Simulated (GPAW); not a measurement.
SnO2 (Cassiterite):

```
CELL_PARAMETERS angstrom
4.73800 0.00000 0.00000
0.00000 4.73800 0.00000
0.00000 0.00000 3.18650
ATOMIC_POSITIONS crystal
Sn 0.50000 0.50000 0.50000
Sn 0.00000 0.00000 0.00000
O 0.80710 0.19290 0.50000
O 0.69290 0.69290 0.00000
O 0.19290 0.80710 0.50000
O 0.30710 0.30710 0.00000
```

Program: GPAW 26.7.0. Alike in all runs: cell as given; cutoff (eV) 800; smearing fermi-dirac 0.05 eV.

Task: Order these runs on this cell by their band gap on the k mesh, lowest first.
A. level TB-mBJ; potentials or basis GPAW PAW data sets for LDA (gpaw-data 1.2.1), pw; spin off; k mesh 4 × 4 × 6
B. level r4SCAN; potentials or basis GPAW PAW data sets (gpaw-data 1.2.1), pw; spin SOC, no magnetisation; k mesh 4 × 4 × 5; band path GXMGZRAZ,XR,MA; band points 80; spin axis theta (degrees) 90; spin axis phi (degrees) 0
C. level PBE; potentials or basis JTH PAW 2.0, PBE, pw; spin off; k mesh 4 × 4 × 5; band path GXMGZRAZ,XR,MA; band points 60; data set O jth, Sn jth

Result: C (1.28 eV), B (1.93 eV), A (3.16 eV).

Caveats: spin-orbit coupling is left out, which moves the levels of the heavy elements (some runs); a model potential gives levels but no total energy (some runs); the program truncates these outside data sets (some runs); spin-orbit coupling was added after a scalar SCF, so levels and gaps hold it while energy, forces, pressure and moments don't (some runs); this program's spin-orbit splittings come out too wide for heavy elements (some runs).

